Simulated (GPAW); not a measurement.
Runs of GPAW 26.7.0 on PtSe2 (Sudovikovite). Symmetry: P-3m1, No. 164, trigonal system. Conventional cell: a = 3.724 Å, b = 3.724 Å, c = 5.062 Å, α = 90.00°, β = 90.00°, γ = 120.00°. Pt (site symmetry -3m) is surrounded by 6 Se at 2.49 Å. Se (site symmetry 3m) has 3 Pt at 2.49 Å as nearest neighbours. 

| task | level | potentials or basis | spin | cell | k mesh | cutoff (eV) | maxiter | optimizer | fmax | max steps | target pressure | mesh quality | gap on the mesh (eV) | pressure (GPa) | largest force (eV/Å) |
| --- | --- | --- | --- | --- | --- | --- | --- | --- | --- | --- | --- | --- | --- | --- | --- |
| relaxation of cell and atoms | r4SCAN | GPAW PAW data sets (gpaw-data 1.2.1), pw | off | relaxed to 1 GPa | 6 × 6 × 4 | 600 | 150 | FIRE | 0.05 eV/Å | 60 | 1 GPa | not flagged | none | 0.9 | 0.05 |
| relaxation of cell and atoms | BP86 | PAW data sets generated in the run's folder for this functional, pw | off | relaxed | 6 × 6 × 4 | 600 | 150 | BFGS | 0.02 eV/Å | 40 | - | not flagged | (a) | 0.1 | - |
| band structure | vdW-DF-cx | GPAW PAW data sets (gpaw-data 1.2.1), pw | SOC, no magnetisation | as given | 6 × 6 × 4 | 600 | 150 | - | - | - | - | not flagged | - | - | 0.78 |
| single point | PBE0-1/3 | GPAW PAW data sets (gpaw-data 1.2.1), pw | off | as given | 3 × 3 × 2 | 450 | 60 | - | - | - | - | coarse | none | - | - |

Alike in all rows: smearing fermi-dirac 0.05 eV.

Problem. Fill in the values left out.

Solution. (a) 0.93.

Caveats: some runs use coarse meshes; the PAW data sets were made with another functional, which shifts forces and pressure a little (some runs); later steps reuse the first step's grids (some runs); spin-orbit coupling is left out, which moves the levels of the heavy elements (some runs); spin-orbit coupling was added after a scalar SCF, so levels and gaps hold it while energy, forces, pressure and moments don't (some runs); this program's spin-orbit splittings come out too wide for heavy elements (some runs).

A k mesh can miss the band edges, and rows without SOC leave out spin-orbit coupling on Pt, Se.

A gap of «none» marks a metal or a gap under the smearing width.
